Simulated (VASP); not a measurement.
# MgS (Niningerite): relaxation of cell and atoms with PBE+D2

The system is MgS (Niningerite).

```
S Mg
1.0
     0.00000    2.60165    2.60165
     2.60165    0.00000    2.60165
     2.60165    2.60165    0.00000
S Mg
1 1
Direct
  0.50000 0.50000 0.50000
  0.00000 0.00000 0.00000
```

* Program: VASP 6.6.1
* Task: relaxation of cell and atoms
* Functional: PBE
* Dispersion: D2
* Potentials or basis: VASP PAW PBE potentials, release 64 (S, Mg)
* Cutoff: 600 eV
* k mesh: 9 × 9 × 9
* Occupations: fermi-dirac, width 0.05 eV
* Spin: no spin polarisation
* Further INCAR settings: ALGO = Normal; EDIFF = 1e-06; IBRION = 2; EDIFFG = -0.01; NSW = 40; ISIF = 3

```json
{
 "Relaxed volume": "17.37 Å³/atom",
 "Relaxed cell": "a = 3.663 Å, b = 3.663 Å, c = 3.663 Å, α = 60.00°, β = 60.00°, γ = 60.00°",
 "Space group after relaxing (to 0.05 Å)": "Fm-3m (No. 225)",
 "Energy gained by relaxing": "0.7 meV/atom",
 "Ionic steps": "3",
 "Pressure after relaxing": "0.0 GPa",
 "Band gap on the k mesh": "2.94 eV, indirect (least direct gap 3.82 eV)",
 "Dispersion energy per atom": "-0.187 eV"
}
```

Step by step:
```
step  energy change (eV)  largest force (eV/Å)  pressure (GPa)  volume (Å³)
   1              0.0000                0.0000           -0.99        35.22
   2             -0.0014                0.0000            0.19        34.66
   3             -0.0015                0.0000            0.00        34.75
```

Final structure:
```cif
data_structure
_symmetry_space_group_name_H-M 'P 1'
_symmetry_Int_Tables_number 1
_cell_length_a 3.6628
_cell_length_b 3.6628
_cell_length_c 3.6628
_cell_angle_alpha 60.000
_cell_angle_beta 60.000
_cell_angle_gamma 60.000
_cell_volume 34.75
loop_
_atom_site_label
_atom_site_type_symbol
_atom_site_fract_x
_atom_site_fract_y
_atom_site_fract_z
_atom_site_occupancy
S1 S 0.50000 0.50000 0.50000 1
Mg1 Mg 0.00000 0.00000 0.00000 1
```

Levels at points of the mesh, in eV from the valence-band top:
| k point | band 1 | band 2 | band 3 | band 4 | band 5 | band 6 | band 7 | band 8 |
| --- | --- | --- | --- | --- | --- | --- | --- | --- |
| (0.00, 0.00, 0.00) | -12.74 | 0.00 | 0.00 | 0.00 | 3.82 | 7.95 | 7.95 | 7.95 |

It took 16 s on 1 thread of Intel(R) Xeon(R) 6975P-C (Granite Rapids), on a shared host, peak memory 0.17 GiB.

Caveat: an odd mesh through Γ misses points on the zone boundary, where band edges often lie.
